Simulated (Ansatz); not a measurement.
# Molybdenum, bcc under PBEsol: from relaxation to bulk modulus, part 2 of 2

The plan for molybdenum in the bcc structure: relax it, solve it on a dense k-mesh, switch on spin-orbit coupling, then scale the cell to 7 volumes from 88 to 112 % of the relaxed one and try a fit of the equation of state. The k-meshes are 14×14×14 for the relaxation; 23×23×23 for the dense run; 14×14×14 for spin-orbit coupling; 23×23×23 for the volumes. It starts from a deposited cell (COD).

Ansatz 0.2.0; DFT, PBEsol, plane waves (420 eV) with PAW, scalar-relativistic.

### 7 The cell scaled to 96 % of its volume

Input file input.yaml:

```yaml
crystal:
  lattice:
    - [-1.544633497, 1.544633497, 1.544633497]
    - [1.544633497, -1.544633497, 1.544633497]
    - [1.544633497, 1.544633497, -1.544633497]
  atoms:
    - { symbol: Mo, position: [0.0, 0.0, 0.0] }
hamiltonian:
  xc: pbesol
  pseudopotentials:
    kind: paw
    azcp:
      Mo: "pseudopotentials/Mo.paw.azcp"
basis:
  ecutwfc: 420
  fft_grid_basis: typed
kpoints:
  mp_grid: { grid: [23, 23, 23], shift: [0, 0, 0] }
magnetization:
  spin_polarized: false
scf:
  occupations: { method: fermi_dirac, width: 0.1 }
output:
  stress: true
```

Output, cut to the lines that bear on the results:

```text
Warning: <dir> the record states the generating functional pbe (its physics header spells it `PBE`), which answers neither for hamiltonian.xc's functional nor for the pbesol family's — results may be inconsistent (PPs are generated against a specific XC)
[...]
Pseudopotentials: kind: paw
Pseudopotential: Mo, paw, valence charge 14, recommended cutoff 420 eV (normal), <dir>
Functional definition: PBEsol
[...]
Crystal: 1 atoms, lattice volume = 14.741 Å³
Basis set: ecut = 420 eV, 321 PW (Γ)
Bands: 11, of which v1, the nominal top of the filled ones, is band 7 counted from 1 (6 counted from 0)
Symmetry: 48 space group operations
Space group: Im-3m (ITA 229), of the structure as read, at distance tolerance 2.5e-5 Å
k-points: 364 of 12167
[...]
SCF iter   1: F=—  HF=-4897.461617 eV  |F-HF|=—  |Δ(HF+E_count)|=         —  Δρ=6.58e-3  dr2=3.88e-3  ethr=1.77e-3  ⟨swp⟩=5.0  Hψ=23338  notcnv=0
[...]
SCF iter   6: F=-4897.460280 eV  HF=-4897.460280 eV  |F-HF|=5.46e-12  |Δ(HF+E_count)|=  8.18e-10  Δρ=8.32e-7  dr2=3.90e-11  ethr=2.03e-11  ⟨swp⟩=1.7  Hψ=12219  notcnv=0
[...]
SCF converged after 6 iterations
Free energy (F): -4897.460280 eV
[...]
E sigma→0 (E₀):  -4897.450841 eV
Entropy (-TS):   -0.018879 eV (-18.879 meV/atom)
Fermi energy:    22.450544 eV
[...]
--- Stress (GPa, compression-positive) ---
       11.874649      -0.000000       0.000000
       -0.000000      11.874649       0.000000
        0.000000       0.000000      11.874649
  P = ⅓ Tr σ = 11.8746 GPa (118.746 kbar)
```

Run time: 4.1 s. Hardware: 1 thread of an x86-64 CPU, shared host; peak memory 0.54 GiB.

### 8 The cell scaled to 100 % of its volume

Edit input.yaml of step 7 so:

```diff
@@ -2,5 +2,5 @@
   lattice:
-    - [-1.544633497, 1.544633497, 1.544633497]
-    - [1.544633497, -1.544633497, 1.544633497]
-    - [1.544633497, 1.544633497, -1.544633497]
+    - [-1.5657954897, 1.5657954897, 1.5657954897]
+    - [1.5657954897, -1.5657954897, 1.5657954897]
+    - [1.5657954897, 1.5657954897, -1.5657954897]
   atoms:
```

Output, cut to the lines that bear on the results:

```text
Warning: <dir> the record states the generating functional pbe (its physics header spells it `PBE`), which answers neither for hamiltonian.xc's functional nor for the pbesol family's — results may be inconsistent (PPs are generated against a specific XC)
[...]
[... 3 set-up lines as earlier in the session ...]
[...]
Crystal: 1 atoms, lattice volume = 15.356 Å³
Basis set: ecut = 420 eV, 321 PW (Γ)
Bands: 11, of which v1, the nominal top of the filled ones, is band 7 counted from 1 (6 counted from 0)
[... 2 set-up lines as earlier in the session ...]
k-points: 364 of 12167
[...]
SCF iter   1: F=—  HF=-4897.482757 eV  |F-HF|=—  |Δ(HF+E_count)|=         —  Δρ=6.16e-3  dr2=4.01e-3  ethr=1.77e-3  ⟨swp⟩=5.0  Hψ=23366  notcnv=0
[...]
SCF iter   6: F=-4897.481346 eV  HF=-4897.481346 eV  |F-HF|=2.09e-11  |Δ(HF+E_count)|=  9.24e-10  Δρ=9.99e-7  dr2=7.12e-11  ethr=2.57e-11  ⟨swp⟩=1.8  Hψ=12172  notcnv=0
[...]
SCF converged after 6 iterations
Free energy (F): -4897.481346 eV
[...]
E sigma→0 (E₀):  -4897.471789 eV
Entropy (-TS):   -0.019114 eV (-19.114 meV/atom)
Fermi energy:    21.404575 eV
[...]
--- Stress (GPa, compression-positive) ---
       -0.463159      -0.000000      -0.000000
       -0.000000      -0.463159       0.000000
       -0.000000      -0.000000      -0.463159
  P = ⅓ Tr σ = -0.4632 GPa (-4.632 kbar)
```

It took 5.4 s on 1 thread of an x86-64 CPU, shared host; peak memory 0.54 GiB.

### 9 The cell scaled to 104 % of its volume

Edit input.yaml of step 8 so:

```diff
@@ -2,5 +2,5 @@
   lattice:
-    - [-1.5657954897, 1.5657954897, 1.5657954897]
-    - [1.5657954897, -1.5657954897, 1.5657954897]
-    - [1.5657954897, 1.5657954897, -1.5657954897]
+    - [-1.5864004248, 1.5864004248, 1.5864004248]
+    - [1.5864004248, -1.5864004248, 1.5864004248]
+    - [1.5864004248, 1.5864004248, -1.5864004248]
   atoms:
```

Output, cut to the lines that bear on the results:

```text
Warning: <dir> the record states the generating functional pbe (its physics header spells it `PBE`), which answers neither for hamiltonian.xc's functional nor for the pbesol family's — results may be inconsistent (PPs are generated against a specific XC)
[...]
[... 3 set-up lines as earlier in the session ...]
[...]
Crystal: 1 atoms, lattice volume = 15.970 Å³
Basis set: ecut = 420 eV, 321 PW (Γ)
Bands: 11, of which v1, the nominal top of the filled ones, is band 7 counted from 1 (6 counted from 0)
[... 2 set-up lines as earlier in the session ...]
k-points: 364 of 12167
[...]
SCF iter   1: F=—  HF=-4897.461061 eV  |F-HF|=—  |Δ(HF+E_count)|=         —  Δρ=5.75e-3  dr2=4.08e-3  ethr=1.77e-3  ⟨swp⟩=5.0  Hψ=23290  notcnv=0
[...]
SCF iter   6: F=-4897.459660 eV  HF=-4897.459660 eV  |F-HF|=9.09e-12  |Δ(HF+E_count)|=  4.37e-11  Δρ=1.05e-6  dr2=3.48e-11  ethr=1.07e-11  ⟨swp⟩=1.4  Hψ=12047  notcnv=0
[...]
SCF converged after 6 iterations
Free energy (F): -4897.459660 eV
[...]
E sigma→0 (E₀):  -4897.449894 eV
Entropy (-TS):   -0.019533 eV (-19.533 meV/atom)
Fermi energy:    20.437961 eV
[...]
--- Stress (GPa, compression-positive) ---
      -10.502431       0.000000      -0.000000
       -0.000000     -10.502431       0.000000
        0.000000       0.000000     -10.502431
  P = ⅓ Tr σ = -10.5024 GPa (-105.024 kbar)
```

It took 4.5 s on 1 thread of an x86-64 CPU, shared host; peak memory 0.55 GiB.

### 10 The cell scaled to 108 % of its volume

Edit input.yaml of step 9 so:

```diff
@@ -2,5 +2,5 @@
   lattice:
-    - [-1.5864004248, 1.5864004248, 1.5864004248]
-    - [1.5864004248, -1.5864004248, 1.5864004248]
-    - [1.5864004248, 1.5864004248, -1.5864004248]
+    - [-1.6064835749, 1.6064835749, 1.6064835749]
+    - [1.6064835749, -1.6064835749, 1.6064835749]
+    - [1.6064835749, 1.6064835749, -1.6064835749]
   atoms:
```

Output, cut to the lines that bear on the results:

```text
Warning: <dir> the record states the generating functional pbe (its physics header spells it `PBE`), which answers neither for hamiltonian.xc's functional nor for the pbesol family's — results may be inconsistent (PPs are generated against a specific XC)
[...]
[... 3 set-up lines as earlier in the session ...]
[...]
Crystal: 1 atoms, lattice volume = 16.584 Å³
Basis set: ecut = 420 eV, 321 PW (Γ)
Bands: 11, of which v1, the nominal top of the filled ones, is band 7 counted from 1 (6 counted from 0)
[... 1 set-up line as earlier in the session ...]
Space group: Im-3m (ITA 229), of the structure as read, at distance tolerance 2.6e-5 Å
k-points: 364 of 12167
[...]
SCF iter   1: F=—  HF=-4897.404618 eV  |F-HF|=—  |Δ(HF+E_count)|=         —  Δρ=5.40e-3  dr2=4.12e-3  ethr=1.77e-3  ⟨swp⟩=5.0  Hψ=23128  notcnv=0
[...]
SCF iter   6: F=-4897.403242 eV  HF=-4897.403242 eV  |F-HF|=0.00e0  |Δ(HF+E_count)|=  2.19e-10  Δρ=8.17e-7  dr2=2.68e-11  ethr=5.46e-12  ⟨swp⟩=1.3  Hψ=12075  notcnv=0
[...]
SCF converged after 6 iterations
Free energy (F): -4897.403242 eV
[...]
E sigma→0 (E₀):  -4897.393156 eV
Entropy (-TS):   -0.020171 eV (-20.171 meV/atom)
Fermi energy:    19.540771 eV
[...]
--- Stress (GPa, compression-positive) ---
      -18.643803      -0.000000      -0.000000
        0.000000     -18.643803      -0.000000
        0.000000       0.000000     -18.643803
  P = ⅓ Tr σ = -18.6438 GPa (-186.438 kbar)
```

It took 4.7 s on 1 thread of an x86-64 CPU, shared host; peak memory 0.56 GiB.

### 11 The cell scaled to 112 % of its volume

Edit input.yaml of step 10 so:

```diff
@@ -2,5 +2,5 @@
   lattice:
-    - [-1.6064835749, 1.6064835749, 1.6064835749]
-    - [1.6064835749, -1.6064835749, 1.6064835749]
-    - [1.6064835749, 1.6064835749, -1.6064835749]
+    - [-1.626076769, 1.626076769, 1.626076769]
+    - [1.626076769, -1.626076769, 1.626076769]
+    - [1.626076769, 1.626076769, -1.626076769]
   atoms:
```

Output, cut to the lines that bear on the results:

```text
Warning: <dir> the record states the generating functional pbe (its physics header spells it `PBE`), which answers neither for hamiltonian.xc's functional nor for the pbesol family's — results may be inconsistent (PPs are generated against a specific XC)
[...]
[... 3 set-up lines as earlier in the session ...]
[...]
Crystal: 1 atoms, lattice volume = 17.198 Å³
Basis set: ecut = 420 eV, 321 PW (Γ)
Bands: 11, of which v1, the nominal top of the filled ones, is band 7 counted from 1 (6 counted from 0)
[... 2 set-up lines as earlier in the session ...]
k-points: 364 of 12167
[...]
SCF iter   1: F=—  HF=-4897.320076 eV  |F-HF|=—  |Δ(HF+E_count)|=         —  Δρ=5.23e-3  dr2=4.23e-3  ethr=1.77e-3  ⟨swp⟩=5.0  Hψ=23105  notcnv=0
[...]
SCF iter   6: F=-4897.318712 eV  HF=-4897.318712 eV  |F-HF|=7.00e-11  |Δ(HF+E_count)|=   1.67e-8  Δρ=1.19e-6  dr2=7.06e-11  ethr=1.29e-10  ⟨swp⟩=2.2  Hψ=13046  notcnv=0
[...]
SCF converged after 6 iterations
Free energy (F): -4897.318712 eV
[...]
E sigma→0 (E₀):  -4897.308226 eV
Entropy (-TS):   -0.020972 eV (-20.972 meV/atom)
Fermi energy:    18.704954 eV
[...]
--- Stress (GPa, compression-positive) ---
      -25.217598       0.000000       0.000000
        0.000000     -25.217598       0.000000
        0.000000       0.000000     -25.217598
  P = ⅓ Tr σ = -25.2176 GPa (-252.176 kbar)
```

Wall time 5.1 s (1 thread of an x86-64 CPU, shared host); peak memory 0.55 GiB.

### 12 Energy and pressure against volume

The cell was scaled evenly, with its shape and the fractional positions fixed.

```
V (Å³/atom)  E − E₀ (meV/atom)  P from the stress (GPa)  P from the fit (GPa)
     13.513              232.2                    45.61                 45.66
     14.127               94.4                    27.01                 26.97
     14.741               20.9                    11.87                 11.82
     15.356                0.0                    -0.46                 -0.50
     15.970               21.9                   -10.50                -10.54
     16.584               78.6                   -18.64                -18.73
     17.198              163.5                   -25.22                -25.42
```

Fit (Birch-Murnaghan, third order): V₀ = 15.328 Å³/atom, B₀ = 280 GPa, B₀′ = 4.1, largest residual 0.09 meV/atom.

Fit and stress differ a little: one follows E(σ → 0), the other the smeared free energy.

### 13 What came out

The summary covers parts 1 to 2.

```
                      quantity                         value
space group (spins left aside)               Im-3m (No. 229)
             conventional cell                   a = 3.132 Å
                        volume                15.356 Å³/atom
             shortest distance                       2.712 Å
   against the measured volume       -1.5 % (15.588 Å³/atom)
               gap on the mesh  none (levels filled in part)
                   V₀, B₀, B₀′  15.328 Å³/atom, 280 GPa, 4.1
```

What this shows: The volume comes out 1.5 % smaller than measured. Part of the miss is zero-point motion and any thermal expansion in the deposited cell. No gap shows: it is a metal or semimetal at this level. The total energy of the spin-orbit run lies -1.1 eV/atom from the scalar one, but the two kinds of run don't share a zero of energy: only differences within one kind count. The fitted modulus is 280 GPa.
